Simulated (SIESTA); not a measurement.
# Nb under changes of volume

One of the cells (18.797 Å³/atom); the others are scaled copies at fixed shape and fractional positions:

```
Nb
1.0
    -1.67497    1.67497    1.67497
     1.67497   -1.67497    1.67497
     1.67497    1.67497   -1.67497
Nb
1
Direct
  0.00000 0.00000 0.00000
```

* Program: SIESTA 5.4.2
* Functional: PBE
* Potentials or basis: PseudoDojo 0.4 standard (PBE files)
* Basis: DZP (energy shift 0.003 Ry; two zetas on semicore shells)
* Grid cutoff: 800 Ry
* Energy shift: 0.003 Ry
* k mesh: 11 × 11 × 11
* Occupations: fermi-dirac, width 0.05 eV
* Spin: no spin polarisation

```csv
volume (Å³/atom),energy over the lowest point (meV/atom),pressure (GPa)
17.322,32.09,11.3
17.691,11.23,6.9
18.060,0.00,2.9
18.797,?,?
19.165,15.46,-7.0
19.534,34.79,-9.7
```

Q: What does the run at 18.797 Å³/atom give?

A: Energy over the lowest point 2.84 meV/atom; pressure -4.0 GPa.

Worked out: A Birch-Murnaghan fit of order 3 (a polynomial in V^(-2/3)) to the other rows has its minimum at 18.36 Å³/atom with B0 = V·E''(V) = 175 GPa and B' = 3.5. It gives 2.83 meV/atom at 18.797 Å³/atom, against the run's 2.84, and -dE/dV = -4.0 GPa, against -4.0.

Energies are extrapolated to zero smearing.

Caveats: the basis of atomic orbitals isn't converged, which shifts pressures, moduli and gaps.
